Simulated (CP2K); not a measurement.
## Pt under changes of volume

One of the cells (15.904 Å³/atom); the others are scaled copies at fixed shape and fractional positions:

```xyz
1
Lattice="2.7439 0.0000 0.0000 -0.9146 2.5870 0.0000 -0.9146 -1.2935 2.2404" Properties=species:S:1:pos:R:3 pbc="T T T"
Pt    0.0000    0.0000    0.0000
```

This isn't the form of Pt at room conditions, which is fcc.

```yaml
Program: CP2K 2026.2
Functional: r2SCAN
Potentials_or_basis: POTENTIAL_UZH Pt GTH-SCAN-q18; TZVP-MOLOPT-SCAN-GTH basis
Density_cutoff: 9184 eV
k_mesh: 12 × 12 × 12
Occupations: fermi-dirac, width 0.05 eV
Spin: no spin polarisation
```

```csv
volume (Å³/atom),energy over the lowest point (meV/atom),pressure (GPa)
14.950,?,?
15.268,7.64,6.8
15.586,0.00,1.1
15.904,3.01,-3.9
16.222,15.40,-8.3
16.540,36.01,-12.2
16.858,63.85,-15.6
```

**Question.** What does the run at 14.950 Å³/atom give?

**Answer.** Energy over the lowest point 27.40 meV/atom; pressure 13.3 GPa.

Worked out: A Birch-Murnaghan fit of order 3 (a polynomial in V^(-2/3)) to the other rows has its minimum at 15.65 Å³/atom with B0 = V·E''(V) = 257 GPa and B' = 5.3. It gives 27.41 meV/atom at 14.950 Å³/atom, against the run's 27.40, and -dE/dV = 13.3 GPa, against 13.3.

Energies are extrapolated to zero smearing.

Caveats: the basis of atomic orbitals isn't converged, which shifts pressures, moduli and gaps.
